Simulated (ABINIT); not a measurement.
Runs of ABINIT 10.8.3 (patched build) on WS2. Symmetry: R3m, No. 160, trigonal system. Conventional cell: a = 3.158 Å, b = 3.158 Å, c = 18.490 Å, α = 90.00°, β = 90.00°, γ = 120.00°. Around W (site symmetry 3m) lie 6 S at 2.39 to 2.42 Å. S (site symmetry 3m) has 3 W at 2.42 Å as nearest neighbours. S (site symmetry 3m) is surrounded by 3 W at 2.39 Å. Measurements of this composition are mostly on another form, of space group No. 194.

```csv
task,level,potentials or basis,k mesh,cutoff (eV),smearing,bands in the sums,broadening (eV),scissor shift (eV),tensor components,electron-positron correlation,gap on the mesh (eV),pressure (GPa),largest force (eV/Å)
single point,PBEsol,PseudoDojo NC SR PBEsol v0.4.1 standard,8 × 8 × 8,844,fermi-dirac 0.05 eV,-,-,-,-,-,1.12,-0.7,0.60
optical spectrum,PBEsol,PseudoDojo NC SR PBEsol v0.4.1 standard,12 × 12 × 12,844,fixed,21,0.15,0,"[11, 33]",-,-,-0.7,0.60
positron lifetime,LDA,JTH PAW LDA v2.0,7 × 7 × 7,435,fermi-dirac 0.05 eV,-,-,-,-,Sterne-Kaiser GGA,(b),-4.0,(a)
positron lifetime,PBEsol,JTH PAW PBE v2.0,7 × 7 × 7,544,fermi-dirac 0.05 eV,-,-,-,-,Boronski-Nieminen GGA,1.09,-0.5,0.60
```

Alike in all rows: no spin polarisation; cell as given.

Task: Fill in the values left out.

Result: (a) 0.58; (b) 1.07.

Caveats: spin-orbit coupling is left out, which moves the levels of the heavy elements (some runs); the cutoff is short for stress, so the pressure is rough (some runs); the PAW basis is incomplete for the positron (some runs); an odd mesh through Γ misses points on the zone boundary, where band edges often lie (some runs); spectra need much finer meshes, so this one isn't converged (some runs); independent-particle spectra lack excitons (some runs); the PAW data sets were made with another functional, which shifts forces and pressure a little (some runs).

A k mesh can miss the band edges, and the runs leave out spin-orbit coupling on W.
